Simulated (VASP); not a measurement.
# InP (F-43m) in VASP: notebook, part 2 of 3

VASP 6.6.1. The steps go on from the part before.

## Step 3: Dielectric tensor, PBE

INCAR reads:

```
SYSTEM = InP
PREC = Accurate
ENCUT = 500
EDIFF = 1E-8
ISMEAR = 0
SIGMA = 0.01
LREAL = .False.
LASPH = .True.
NELM = 100
ALGO = Normal
ISIF = 2
LWAVE = .False.
LCHARG = .False.
GGA = PE
LEPSILON = .True.
```

KPOINTS reads:

```
regular mesh
0
Gamma
  14 14 14
  0 0 0
```

POSCAR reads:

```
InP
1.0
    0.0000000000      2.9305000000      2.9305000000
    2.9305000000      0.0000000000      2.9305000000
    2.9305000000      2.9305000000      0.0000000000
In P
1 1
Direct
    0.0000000000      0.0000000000      0.0000000000
    0.7500000000      0.7500000000      0.7500000000
```

Potentials or basis: VASP PAW PBE potentials, release 64 (In_d, P).

The run is started by

```
$ cat potpaw_PBE.64/In_d/POTCAR potpaw_PBE.64/P/POTCAR > POTCAR
$ mpirun -np 1 vasp_std > vasp.out
```

OUTCAR:

```text
SYSTEM = InP
   PREC = Accurate
   ENCUT = 500
   EDIFF = 1E-8
   ISMEAR = 0
   LREAL = .False.
   LASPH = .True.
   NELM = 100
   ISIF = 2
   GGA = PE
   LEPSILON = .True.

 Found    104 irreducible k-points:

 Following reciprocal coordinates:
            Coordinates               Weight
  0.000000  0.000000  0.000000      1.000000
  0.071429  0.000000  0.000000      8.000000
  0.142857  0.000000  0.000000      8.000000
  0.214286  0.000000  0.000000      8.000000
  0.285714  0.000000  0.000000      8.000000
  0.357143  0.000000  0.000000      8.000000
   k-points           NKPTS =    104   k-points in BZ     NKDIM =    104   number of bands    NBANDS=     13
   number of dos      NEDOS =    301   number of ions     NIONS =      2
   total plane-waves  NPLWV =  27000
   dimension x,y,z NGX =    30 NGY =   30 NGZ =   30
   dimension x,y,z NGXF=    60 NGYF=   60 NGZF=   60
   ions per type =               1   1
   NGX,Y,Z   is equivalent  to a cutoff of  12.03, 12.03, 12.03 a.u.
   NGXF,Y,Z  is equivalent  to a cutoff of  24.07, 24.07, 24.07 a.u.
 SYSTEM =  InP
   PREC   = accura    normal or accurate (medium, high low for compatibility)
   ISTART =      0    job   : 0-new  1-cont  2-samecut
   ICHARG =      2    charge: 1-file 2-atom 10-const
   ISPIN  =      1    spin polarized calculation?
   LNONCOLLINEAR =      F non collinear calculations
   LSORBIT =      F    spin-orbit coupling
   LASPH  =      T    aspherical Exc in radial PAW
   ENCUT  =  500.0 eV  36.75 Ry    6.06 a.u.   7.56  7.56  7.56*2*pi/ulx,y,z
   NELM   =    100;   NELMIN=  2; NELMDL= -5     # of ELM steps
   EDIFF  = 0.1E-07   stopping-criterion for ELM
   LREAL  =      F    real-space projection
   EDIFFG = 0.1E-06   stopping-criterion for IOM
   NSW    =      0    number of steps for IOM
   IBRION =     -1    ionic relax: 0-MD 1-quasi-New 2-CG
   NFREE  =      0    steps in history (QN), initial steepest desc. (CG)
   ISIF   =      2    stress and relaxation
   ISYM   =      2    0-nonsym 1-usesym 2-fastsym
   POTIM  = 0.5000    time-step for ionic-motion
   TEBEG  =    0.0;   TEEND  =   0.0 temperature during run
   PSTRESS=    0.0 pullay stress
   NELECT =      18.0000    total number of electrons
   NUPDOWN=      -1.0000    fix difference up-down
   EMIN   =  10.00;   EMAX   =-10.00  energy-range for DOS
   EFERMI =   0.00;   METHOD = LEGACY
   ISMEAR =     0;   SIGMA  =   0.01  broadening in eV -4-tet -1-fermi 0-gaus
   EFERMI_NEDOS =   21; number of points for ismear=-14 and -15
   IALGO  =     38    algorithm
   IMIX   =      4    mixing-type and parameters
     AMIX     =   0.40;   BMIX     =  1.00
     AMIX_MAG =   1.60;   BMIX_MAG =  1.00
  volume/ion in A,a.u.               =      25.17       169.83
  Fermi-wavevector in a.u.,A,eV,Ry     =   1.162021  2.195901 18.371846  1.350293
  Thomas-Fermi vector in A             =   2.298587
   LORBIT       =      0    0 simple, 1 ext, 2 COOP (PROOUT), +10 PAW based schemes
   GGA     = PE    functional components
   LHFCALC =     F    Hartree Fock is set to
   AEXX    =    0.0000 exact exchange contribution
   IVDW    =     0    specifies the selected vdW correction
   LEPSILON=     T    determine dielectric tensor
   LRPA    =     F    only Hartree local field effects (RPA)
 non-spin polarized calculation
 Gauss-broadening in eV      SIGMA  =   0.01
  energy-cutoff  :      500.00
[... 110 lines left out ...]

 [... further k-points ...]

  FORCE on cell =-STRESS in cart. coord.  units (eV):
  Direction    XX          YY          ZZ          XY          YZ          ZX
  --------------------------------------------------------------------------------------
  -------------------------------------------------------------------------------------
  Total        1.0342834      1.0342834      1.0342834      0.0000000      0.0000000      0.0000000
  in kB       32.9226630     32.9226630     32.9226630      0.0000000      0.0000000      0.0000000
  external PRESSURE =      32.9226630 kB  Pullay stress =       0.0000000 kB

 VOLUME and BASIS-vectors are now :
 -----------------------------------------------------------------------------
  energy-cutoff  :      500.00
  volume of cell :       50.33
      direct lattice vectors                 reciprocal lattice vectors
     0.000000000  2.930500000  2.930500000    -0.170619348  0.170619348  0.170619348
     2.930500000  0.000000000  2.930500000     0.170619348 -0.170619348  0.170619348
     2.930500000  2.930500000  0.000000000     0.170619348  0.170619348 -0.170619348

 POSITION                                       TOTAL-FORCE (eV/Angst)
 -----------------------------------------------------------------------------------
      0.00000      0.00000      0.00000        -0.000000     -0.000000     -0.000000
      4.39575      4.39575      4.39575         0.000000      0.000000      0.000000
 -----------------------------------------------------------------------------------
    total drift:                               -0.000000     -0.000000      0.000000

  FREE ENERGIE OF THE ION-ELECTRON SYSTEM (eV)
  ---------------------------------------------------
  free  energy   TOTEN  =        -8.3829807366 eV

  energy  without entropy=       -8.3829807366  energy(sigma->0) =       -8.38298074

 HEAD OF MICROSCOPIC STATIC DIELECTRIC TENSOR (INDEPENDENT PARTICLE, excluding Hartree and local field effects)
 ------------------------------------------------------
          11.809480     0.000000    -0.000000
           0.000000    11.809480     0.000000
          -0.000000     0.000000    11.809480
 ------------------------------------------------------

 Free energy of the ion-electron system (eV)
  ---------------------------------------------------
  ---------------------------------------------------
  free energy    TOTEN  =        -1.54934204 eV

  energy without entropy =       -1.54934204

------------------------ aborting loop because EDIFF is reached ----------------------------------------

--------------------------------------- Ionic step        2  -------------------------------------------

------------------------ aborting loop because EDIFF is reached ----------------------------------------

--------------------------------------- Ionic step        3  -------------------------------------------

 Free energy of the ion-electron system (eV)
  ---------------------------------------------------
  ---------------------------------------------------
  free energy    TOTEN  =        -1.54934589 eV

  energy without entropy =       -1.54934589

------------------------ aborting loop because EDIFF is reached ----------------------------------------

 PIEZOELECTRIC TENSOR FIELD DIRECTION 3  (e Angst)
 -----------------------------------------------------------------------------
    -0.00019  2.54995  0.00000           ( -0.00000  0.03426  0.00000)
     2.54995 -0.00019  0.00000           (  0.03426 -0.00000  0.00000)
     0.00000  0.00000 -0.00223           (  0.00000  0.00000 -0.00000)

 PIEZOELECTRIC TENSOR FIELD DIRECTION 3  (C/m^2)
 -----------------------------------------------------------------------------
    -0.00006  0.81168  0.00000
     0.81168 -0.00006  0.00000
     0.00000  0.00000 -0.00071

 MACROSCOPIC STATIC DIELECTRIC TENSOR (including local field effects in DFT)
 ------------------------------------------------------
          11.329435    -0.000000    -0.000000
          -0.000000    11.329435     0.000000
          -0.000000     0.000000    11.329435
 ------------------------------------------------------

 PIEZOELECTRIC TENSOR (including local field effects)  for field in x, y, z        (e  Angst)
          XX          YY          ZZ          XY          YZ          ZX
  --------------------------------------------------------------------------------
  x     0.00000     0.00000    -0.00000    -0.00000     2.55439     0.00000
  y     0.00000    -0.00000     0.00000     0.00000    -0.00000     2.55439
  z     0.00000     0.00000     0.00000     2.55439     0.00000    -0.00000

 PIEZOELECTRIC TENSOR (including local field effects)  for field in x, y, z        (C/m^2)
          XX          YY          ZZ          XY          YZ          ZX
  --------------------------------------------------------------------------------
  x     0.00000     0.00000    -0.00000    -0.00000     0.81310     0.00000
  y     0.00000    -0.00000     0.00000     0.00000    -0.00000     0.81310
  z     0.00000     0.00000     0.00000     0.81310     0.00000    -0.00000

 BORN EFFECTIVE CHARGES (including local field effects) (in |e|, cummulative output)
 ---------------------------------------------------------------------------------
 ion    1
    1     2.55228     0.00000    -0.00000
    2    -0.00000     2.55228     0.00000
    3    -0.00000    -0.00000     2.55228
 ion    2
    1    -2.55228    -0.00000     0.00000
    2     0.00000    -2.55228    -0.00000
    3     0.00000     0.00000    -2.55228
```

It took 12 min on 1 thread of Intel Xeon 6975P-C (Granite Rapids), shared host; peak memory 0.68 GiB.

These settings aren't checked as converged: the numbers below hold their error.

What came out:

```
Band gap on the k mesh                  : 0.71 eV, direct
Electronic dielectric tensor (diagonal) : 11.33
Born charges (mean of the diagonal)     : In +2.55; P -2.55 e
```

Caveat: spin-orbit coupling is left out, which moves the levels of the heavy elements.

## Step 4: Dielectric tensor, PBE

INCAR: that of step 3 with these lines changed.

```diff
@@ -2,3 +2,3 @@
 PREC = Accurate
-ENCUT = 500
+ENCUT = 800
 EDIFF = 1E-8
```

KPOINTS reads:

```
regular mesh
0
Gamma
  11 11 11
  0 0 0
```

POSCAR is that of step 3.

Potentials or basis: VASP PAW PBE potentials, release 64 (In_d, P).

The run is started by

```
$ cat potpaw_PBE.64/In_d/POTCAR potpaw_PBE.64/P/POTCAR > POTCAR
$ mpirun -np 1 vasp_std > vasp.out
```

OUTCAR:

```text
SYSTEM = InP
   PREC = Accurate
   ENCUT = 800
   EDIFF = 1E-8
   ISMEAR = 0
   LREAL = .False.
   LASPH = .True.
   NELM = 100
   ISIF = 2
   GGA = PE
   LEPSILON = .True.

 Found     56 irreducible k-points:

 Following reciprocal coordinates:
            Coordinates               Weight
  0.000000  0.000000  0.000000      1.000000
  0.090909  0.000000  0.000000      8.000000
  0.181818  0.000000  0.000000      8.000000
  0.272727  0.000000  0.000000      8.000000
  0.363636  0.000000  0.000000      8.000000
  0.454545  0.000000  0.000000      8.000000
   k-points           NKPTS =     56   k-points in BZ     NKDIM =     56   number of bands    NBANDS=     13
   number of dos      NEDOS =    301   number of ions     NIONS =      2
   total plane-waves  NPLWV =  64000
   dimension x,y,z NGX =    40 NGY =   40 NGZ =   40
   dimension x,y,z NGXF=    80 NGYF=   80 NGZF=   80
   ions per type =               1   1
   NGX,Y,Z   is equivalent  to a cutoff of  16.05, 16.05, 16.05 a.u.
   NGXF,Y,Z  is equivalent  to a cutoff of  32.09, 32.09, 32.09 a.u.
 SYSTEM =  InP
   PREC   = accura    normal or accurate (medium, high low for compatibility)
   ISTART =      0    job   : 0-new  1-cont  2-samecut
   ICHARG =      2    charge: 1-file 2-atom 10-const
   ISPIN  =      1    spin polarized calculation?
   LNONCOLLINEAR =      F non collinear calculations
   LSORBIT =      F    spin-orbit coupling
   LASPH  =      T    aspherical Exc in radial PAW
   ENCUT  =  800.0 eV  58.80 Ry    7.67 a.u.   9.56  9.56  9.56*2*pi/ulx,y,z
   NELM   =    100;   NELMIN=  2; NELMDL= -5     # of ELM steps
   EDIFF  = 0.1E-07   stopping-criterion for ELM
   LREAL  =      F    real-space projection
   EDIFFG = 0.1E-06   stopping-criterion for IOM
   NSW    =      0    number of steps for IOM
   IBRION =     -1    ionic relax: 0-MD 1-quasi-New 2-CG
   NFREE  =      0    steps in history (QN), initial steepest desc. (CG)
   ISIF   =      2    stress and relaxation
   ISYM   =      2    0-nonsym 1-usesym 2-fastsym
   POTIM  = 0.5000    time-step for ionic-motion
   TEBEG  =    0.0;   TEEND  =   0.0 temperature during run
[... 170 lines left out ...]
           0.000000    12.518666     0.000000
          -0.000000     0.000000    12.518666
 ------------------------------------------------------

 Free energy of the ion-electron system (eV)
  ---------------------------------------------------
  ---------------------------------------------------
  free energy    TOTEN  =        -1.65396802 eV

  energy without entropy =       -1.65396802

------------------------ aborting loop because EDIFF is reached ----------------------------------------

--------------------------------------- Ionic step        2  -------------------------------------------

------------------------ aborting loop because EDIFF is reached ----------------------------------------

--------------------------------------- Ionic step        3  -------------------------------------------

 Free energy of the ion-electron system (eV)
  ---------------------------------------------------
  ---------------------------------------------------
  free energy    TOTEN  =        -1.65397048 eV

  energy without entropy =       -1.65397048

------------------------ aborting loop because EDIFF is reached ----------------------------------------

 PIEZOELECTRIC TENSOR FIELD DIRECTION 3  (e Angst)
 -----------------------------------------------------------------------------
    -0.00044  2.58302  0.00000           (  0.00000  0.03221  0.00000)
     2.58302 -0.00044  0.00000           (  0.03221  0.00000  0.00000)
     0.00000  0.00000 -0.00167           (  0.00000  0.00000 -0.00000)

 PIEZOELECTRIC TENSOR FIELD DIRECTION 3  (C/m^2)
 -----------------------------------------------------------------------------
    -0.00014  0.82221  0.00000
     0.82221 -0.00014  0.00000
     0.00000  0.00000 -0.00053

 MACROSCOPIC STATIC DIELECTRIC TENSOR (including local field effects in DFT)
 ------------------------------------------------------
          12.053957    -0.000000     0.000000
           0.000000    12.053957    -0.000000
          -0.000000     0.000000    12.053957
 ------------------------------------------------------

 PIEZOELECTRIC TENSOR (including local field effects)  for field in x, y, z        (e  Angst)
          XX          YY          ZZ          XY          YZ          ZX
  --------------------------------------------------------------------------------
  x     0.00000     0.00000     0.00000     0.00000     2.58992    -0.00000
  y     0.00000     0.00000    -0.00000    -0.00000     0.00000     2.58992
  z     0.00000     0.00000     0.00000     2.58992    -0.00000     0.00000

 PIEZOELECTRIC TENSOR (including local field effects)  for field in x, y, z        (C/m^2)
          XX          YY          ZZ          XY          YZ          ZX
  --------------------------------------------------------------------------------
  x     0.00000     0.00000     0.00000     0.00000     0.82441    -0.00000
  y     0.00000     0.00000    -0.00000    -0.00000     0.00000     0.82441
  z     0.00000     0.00000     0.00000     0.82441    -0.00000     0.00000

 BORN EFFECTIVE CHARGES (including local field effects) (in |e|, cummulative output)
 ---------------------------------------------------------------------------------
 ion    1
    1     2.56816     0.00000     0.00000
    2    -0.00000     2.56816    -0.00000
    3    -0.00000    -0.00000     2.56816
 ion    2
    1    -2.56816    -0.00000    -0.00000
    2     0.00000    -2.56816     0.00000
    3     0.00000     0.00000    -2.56816
```

OSZICAR:

```text
N       E                     dE             d eps       ncg     rms          rms(c)
DAV:   1     0.132339319657E+03    0.13234E+03   -0.10893E+04  1456   0.209E+03
DAV:   2     0.156183243063E+01   -0.13078E+03   -0.12675E+03  1481   0.395E+02
DAV:   3    -0.850896404767E+01   -0.10071E+02   -0.99813E+01  1936   0.104E+02
DAV:   4    -0.879135370970E+01   -0.28239E+00   -0.28212E+00  1629   0.186E+01
[... 12 lines left out ...]
RMM:  13    -0.165396952444E+01    0.75039E-05   -0.10828E-06  9945   0.363E-04    0.214E-04
RMM:  14    -0.165397112419E+01   -0.15998E-05    0.65949E-07  8099   0.159E-04    0.949E-05
RMM:  15    -0.165397059935E+01    0.52484E-06    0.45722E-08  5285   0.802E-05    0.194E-05
RMM:  16    -0.165397046583E+01    0.13352E-06   -0.16936E-07  3280   0.610E-05    0.235E-05
RMM:  17    -0.165397047837E+01   -0.12541E-07   -0.92902E-08  2561   0.579E-05    0.807E-06
```

stdout:

```text
POSCAR found type information on POSCAR InP
 POSCAR found :  2 types and       2 ions
 scaLAPACK will be used
 LDA part: xc-table for (Slater+PW92), standard interpolation
 POSCAR, INCAR and KPOINTS ok, starting setup
 FFT: planning ... GRIDC
 FFT: planning ... GRID_SOFT
 FFT: planning ... GRID
 WAVECAR not read
 entering main loop
 Linear response reoptimize wavefunctions to high precision
 Linear response G [H, r] |phi>, progress :
  Direction:   1
 Linear response G [H, r] |phi>, progress :
  Direction:   2
 Linear response G [H, r] |phi>, progress :
  Direction:   3
 Linear response to external field (no local field effect), progress :
  Direction:   1
 dielectric tensor                  component  1 :    14.401     6.791     1.537
 Linear response to external field (no local field effect), progress :
  Direction:   2
 dielectric tensor                  component  2 :     6.790    15.326    -2.226
 Linear response to external field (no local field effect), progress :
  Direction:   3
 dielectric tensor                  component  3 :     1.544    -2.227     7.829
 Linear response to external field, progress :
  Direction:   1
 dielectric tensor                  component  1 :    12.054     2.817     1.454
 Linear response to external field, progress :
  Direction:   2
 dielectric tensor                  component  2 :     2.583    12.054     1.274
 Linear response to external field, progress :
  Direction:   3
 dielectric tensor                  component  3 :     2.113     2.157    12.054
 Born effective charges drift removed
```

It took 12 min on 1 thread of Intel Xeon 6975P-C (Granite Rapids), shared host; peak memory 0.78 GiB.

These settings aren't checked as converged: the numbers below hold their error.

Results:

| Quantity | Value |
| --- | --- |
| Band gap on the k mesh | 0.71 eV, direct |
| Electronic dielectric tensor (diagonal) | 12.05 |
| Born charges (mean of the diagonal) | In +2.57; P -2.57 e |

Caveat: spin-orbit coupling is left out, which moves the levels of the heavy elements.

(Part 2 of 3 ends here.)
